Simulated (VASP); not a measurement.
Computed with PBEsol GGA, VASP's PBE PAW potentials (set 64) (plane waves; VASP).

Input for VASP

**KPOINTS**
```
K-points
0
gamma
7 7 7
0 0 0
```

POSCAR:
```
ZnTe
1
    0.0000000000     3.0500000000     3.0500000000
    3.0500000000     0.0000000000     3.0500000000
    3.0500000000     3.0500000000     0.0000000000
Zn Te
1 1
Direct
  0.0000000000   0.0000000000   0.0000000000
  0.2500000000   0.2500000000   0.2500000000
```

INCAR:
```
SYSTEM = ZnTe
PREC = Accurate; ENCUT = 520; LREAL = .FALSE.
LASPH = .TRUE.
EDIFF = 1E-6; NELM = 100; ALGO = Normal
LMAXMIX = 4
ISMEAR = 0; SIGMA = 0.05
GGA = PS
IBRION = 2; NSW = 60; ISIF = 3
EDIFFG = -0.01
LWAVE = .FALSE.; LCHARG = .FALSE.
```

POTCAR, in this order: Zn Te (PBE.64 set). Program: vasp_std.

Output of the run:

**OSZICAR**
```
       N       E                     dE             d eps       ncg     rms          rms(c)
DAV:   1     0.774982596893E+02    0.77498E+02   -0.86467E+03   520   0.148E+03
DAV:   2    -0.164402899294E+01   -0.79142E+02   -0.75620E+02   550   0.254E+02
DAV:   3    -0.605669220774E+01   -0.44127E+01   -0.43973E+01   665   0.614E+01
DAV:   4    -0.611949609550E+01   -0.62804E-01   -0.62796E-01   659   0.724E+00
DAV:   5    -0.612032051886E+01   -0.82442E-03   -0.82442E-03   645   0.620E-01    0.481E+00
DAV:   6    -0.592670133305E+01    0.19362E+00   -0.76291E-01   630   0.270E+01    0.381E+00
DAV:   7    -0.591444351422E+01    0.12258E-01   -0.12948E-01   575   0.442E+00    0.159E+00
DAV:   8    -0.591207059207E+01    0.23729E-02   -0.47298E-03   640   0.727E-01    0.384E-01
DAV:   9    -0.591195706855E+01    0.11352E-03   -0.81792E-04   618   0.451E-01    0.127E-01
DAV:  10    -0.591196283098E+01   -0.57624E-05   -0.12073E-04   583   0.123E-01    0.895E-02
DAV:  11    -0.591198477482E+01   -0.21944E-04   -0.37913E-05   563   0.393E-02    0.160E-02
DAV:  12    -0.591198638612E+01   -0.16113E-05   -0.52788E-06   615   0.347E-02    0.180E-02
DAV:  13    -0.591198631184E+01    0.74280E-07   -0.90050E-07   375   0.116E-02
   1 F= -.59119863E+01 E0= -.59119863E+01  d E =-.591199E+01
       N       E                     dE             d eps       ncg     rms          rms(c)
DAV:   1    -0.597056542998E+01   -0.58579E-01   -0.73849E-01   625   0.168E+01    0.171E+00
DAV:   2    -0.592149250800E+01    0.49073E-01   -0.21599E-01   615   0.128E+01    0.581E-01
DAV:   3    -0.591548159883E+01    0.60109E-02   -0.66606E-03   610   0.130E+00    0.297E-01
DAV:   4    -0.591368610085E+01    0.17955E-02   -0.19275E-03   615   0.407E-01    0.113E-01
DAV:   5    -0.591360319552E+01    0.82905E-04   -0.12293E-04   658   0.127E-01    0.826E-02
DAV:   6    -0.591355722741E+01    0.45968E-04   -0.58974E-05   587   0.107E-01    0.123E-02
DAV:   7    -0.591355697664E+01    0.25077E-06   -0.96961E-06   761   0.532E-02
   2 F= -.59135570E+01 E0= -.59135570E+01  d E =-.157066E-02
       N       E                     dE             d eps       ncg     rms          rms(c)
DAV:   1    -0.591591933305E+01   -0.23621E-02   -0.29783E-02   625   0.346E+00    0.339E-01
DAV:   2    -0.591397468731E+01    0.19446E-02   -0.78949E-03   615   0.227E+00    0.118E-01
DAV:   3    -0.591373129219E+01    0.24340E-03   -0.21748E-04   545   0.176E-01    0.594E-02
DAV:   4    -0.591365877750E+01    0.72515E-04   -0.63188E-05   595   0.723E-02    0.224E-02
DAV:   5    -0.591365537374E+01    0.34038E-05   -0.47081E-06   620   0.242E-02    0.158E-02
DAV:   6    -0.591365400452E+01    0.13692E-05   -0.20522E-06   344   0.198E-02    0.259E-03
DAV:   7    -0.591365408536E+01   -0.80835E-07   -0.49544E-07   260   0.118E-02
   3 F= -.59136541E+01 E0= -.59136541E+01  d E =-.166777E-02
```

**OUTCAR**
```
------------------------ aborting loop because EDIFF is reached ----------------------------------------
  FORCE on cell =-STRESS in cart. coord.  units (eV):
  Direction    XX          YY          ZZ          XY          YZ          ZX
  --------------------------------------------------------------------------------------
  Total       -0.0060733     -0.0060733     -0.0060733     -0.0000000      0.0000000      0.0000000
  in kB       -0.1738428     -0.1738428     -0.1738428     -0.0000000      0.0000000      0.0000000
  external PRESSURE =      -0.1738428 kB  Pullay stress =       0.0000000 kB
  volume of cell :       55.97
      direct lattice vectors                 reciprocal lattice vectors
     0.000000000  3.036099844  3.036099844    -0.164684966  0.164684966  0.164684966
     3.036099844 -0.000000000  3.036099844     0.164684966 -0.164684966  0.164684966
     3.036099844  3.036099844  0.000000000     0.164684966  0.164684966 -0.164684966
 POSITION                                       TOTAL-FORCE (eV/Angst)
 -----------------------------------------------------------------------------------
      0.00000      0.00000      0.00000         0.000000      0.000000      0.000000
      1.51805      1.51805      1.51805        -0.000000     -0.000000     -0.000000
 -----------------------------------------------------------------------------------
    total drift:                                0.000001      0.000001      0.000001
  FREE ENERGIE OF THE ION-ELECTRON SYSTEM (eV)
  ---------------------------------------------------
  free  energy   TOTEN  =        -5.9136540854 eV

  energy  without entropy=       -5.9136540854  energy(sigma->0) =       -5.91365409

 reached required accuracy - stopping structural energy minimisation
```
(Selected blocks of OUTCAR.)

### CONTCAR
```
ZnTe
   1.00000000000000
     0.0000000000000000    3.0360998439706477    3.0360998439706477
     3.0360998439706477   -0.0000000000000000    3.0360998439706477
     3.0360998439706477    3.0360998439706477    0.0000000000000000
  Zn              Te
     1     1
Direct
     0.0000000000000000    0.0000000000000000    0.0000000000000000
     0.2500000000000000    0.2500000000000000    0.2500000000000000
```

The compound is ZnTe in the zinc blende structure. This run relaxes it. Symmetry was kept, so distortions that lower it aren't found.
